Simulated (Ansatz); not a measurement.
Calculated with Ansatz: TiO$_{2}$, relaxation

Run with:

```bash
ansatz run input.yaml --threads 2 --pin off --max-ram 4096MiB --backend cpu --events-out ev --progress --plain --runs-dir out
```

input.yaml:

```yaml
crystal:
  lattice:
    - [-1.91036358, 1.90909348, 4.76318704]
    - [1.88820728, -1.90895409, 4.75432503]
    - [1.9041627, 1.9027532, -4.76313163]
  atoms:
    - { symbol: Ti, position: [0.98870923, 0.00917754, 0.99967301], spin: 1.0 }
    - { symbol: Ti, position: [0.74861335, 0.24977404, 0.4992306], spin: 1.0 }
    - { symbol: O, position: [0.18336051, 0.16652412, 0.00290053] }
    - { symbol: O, position: [0.91608889, 0.43935679, 0.50243786] }
    - { symbol: O, position: [0.55054722, 0.06515649, 0.48079937] }
    - { symbol: O, position: [0.8223208, 0.82717596, 0.99880994] }
kpoints:
  mp_grid: { grid: [5, 5, 7], shift: [0.5, 0.5, 0.5] }
magnetization:
  spin_polarized: true
scf:
  occupations: { method: fermi_dirac }
  lower_state_search: "off"
hamiltonian:
  pseudopotentials: { kind: paw }
  xc: r2scan
basis:
  ecutwfc: 500
  fft_grid_basis: typed
relax:
  max_steps: 40
  cell: { p_target: 20.0 }
output:
  forces: true
  stress: true
  eigenvalues: true
  populations: true
  elf: true
  write_potential: true
  volumetric_format: npy
  dos:
    e_range: [-12, 8]
    de: 0.05
    projected: { site_lists: { O: [O], Ti: [Ti] } }
  bader: false
checkpoint:
  read: saved_state
```

Origin of the cell: a strained cell with displaced atoms, so it need not be a known compound.

The smearing width isn't typed, so it takes its default of 0.1 eV.

The saved state is a converged single point of the same cell.

Steps («new basis» is an SCF on plane waves selected anew at the same cell):

```
step  ΔH (meV/atom)  max force component (eV/Å)  P (GPa)  volume (Å³)  SCF iterations   step was
   1            0.0                      12.091    43.57        68.79              13   accepted
   2         -648.3                       5.266    26.01        66.03              14   accepted
   3         -905.2                       0.384    18.30        63.19              14   accepted
   4         -911.5                       0.070    19.26        62.47              12   accepted
   5         -912.7                       0.015    19.64        62.25              11   accepted
   6         -912.7                       0.002    20.05        62.17               9   accepted
   7         -912.7                       0.000    20.00        62.18               7   accepted
   8         -911.8                       0.000    19.98        62.18               8  new basis
```

The starting structure.

Space group P1 (No. 1); the run's cell has a = 5.476 Å, b = 5.460 Å, c = 5.471 Å, α = 139.40°, β = 139.24°, γ = 59.01°. Shortest distances: O–Ti 1.65 Å, O–O 2.07 Å, Ti–Ti 3.02 Å.

After:

Space group I4_1/amd (No. 141); the run's cell has a = 5.184 Å, b = 5.184 Å, c = 5.184 Å, α = 137.79°, β = 137.79°, γ = 61.23°. Shortest distances: O–Ti 1.89 Å, O–O 2.48 Å, Ti–Ti 2.91 Å.

```xyz
6
Lattice="-1.8670 1.8667 4.4609 1.8664 -1.8667 4.4611 1.8670 1.8667 -4.4609" Properties=species:S:1:pos:R:3 pbc="T T T"
Ti    0.0098    3.7136   -0.0127
Ti    0.0096    1.8469    2.2178
O     0.0096   -0.0198    1.9226
O     0.0095    1.8469    4.1531
O     0.0098    1.8469    0.2825
O     1.8763    1.8469    2.5131
```

- Enthalpy lowered by: 911.8 meV/atom
- Volume change: -9.61 %
- Final pressure: 19.98 GPa
- Relaxation steps listed: 8
- Gap on the mesh: 2.49 eV

Caveats: a starting moment was lost; the given cell is far from equilibrium, with atoms too close or a volume far off.

It ran for 13 min on 2 threads of Intel(R) Xeon(R) Platinum 8259CL CPU @ 2.50GHz (Skylake/Cascade Lake), on a shared host, peak memory 0.95 GiB, from a saved density.
